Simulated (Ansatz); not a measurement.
Results of r²SCAN+rVV10 (PAW; Ansatz, an electronic-structure program) for α-phase Li3N.

Settings: plane-wave cutoff 560 eV, 12×12×10 k mesh (along the axes of the cell as run), Fermi–Dirac smearing 0.01 eV, scalar-relativistic PAW data made under PBE.

Cell (relaxed at this level):

```
Li3N
1.0
    1.80220    -3.12150     0.00000
    1.80220     3.12150     0.00000
    0.00000     0.00000     3.84879
Li N
3 1
Direct
  0.33333   0.66667   0.00000
  0.66667   0.33333   0.00000
  0.00000   0.00000   0.50000
  0.00000   0.00000   0.00000
```

**Question.** Estimate the bulk modulus, band gap, smallest direct gap on the k points sampled and pressure derivative B′ of the bulk modulus that the calculation returns.

**Answer.** 
* **bulk modulus**: 56.8 GPa
* **band gap**: 1.46 eV (indirect)
* **smallest direct gap on the k points sampled**: 1.67 eV
* **pressure derivative B′ of the bulk modulus**: 3.8

Measured, for comparison: band gap 2.15 eV (4 K, zero-point motion not removed, indirect, optical absorption, E parallel c; as tabulated in Brendecke and Bludau (1979), doi:10.1063/1.326533). Computed (rounded) less measured: band gap -0.69 eV.

Note: the bulk modulus comes from volumes at which shape and atoms were relaxed.

The computed numbers hold no vibrational or temperature effects.

It cost roughly 2.5 core-minutes of CPU time.
